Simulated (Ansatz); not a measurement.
## K under changes of volume

One of the cells (78.519 Å³/atom); the others are scaled copies at fixed shape and fractional positions:

```xyz
1
Lattice="-2.6976 2.6976 2.6976 2.6976 -2.6976 2.6976 2.6976 2.6976 -2.6976" Properties=species:S:1:pos:R:3 pbc="T T T"
K     0.0000    0.0000    0.0000
```

| Property | Result |
| --- | --- |
| Program | Ansatz 0.2.0 |
| Functional | PBEsol |
| Potentials or basis | Ansatz PAW |
| Cutoff | 420 eV (not typed: the program's choice for these potentials) |
| k mesh | 7 × 7 × 7 |
| Occupations | fermi-dirac, width 0.05 eV |
| Spin | no spin polarisation |

| volume (Å³/atom) | energy over the lowest point (meV/atom) | pressure (GPa) |
| --- | --- | --- |
| 73.807 | 0.00 | -0.1 |
| 75.378 | 1.75 | -0.2 |
| 76.948 | 4.09 | -0.3 |
| 78.519 | 6.97 | -0.3 |
| 80.089 | 10.34 | -0.4 |
| 81.659 | ? | ? |
| 83.230 | 18.34 | -0.4 |

What does the run at 81.659 Å³/atom give?

Energy over the lowest point 14.14 meV/atom; pressure -0.4 GPa.

Worked out: A Birch-Murnaghan fit of order 3 (a polynomial in V^(-2/3)) to the other rows has no minimum within the range. It gives 14.14 meV/atom at 81.659 Å³/atom, against the run's 14.14, and -dE/dV = -0.4 GPa, against -0.4.

Energies are extrapolated to zero smearing.

Caveats: the PAW data sets come from PBE, with cores solved anew for the run's functional, which leaves a small shift of forces and pressure.
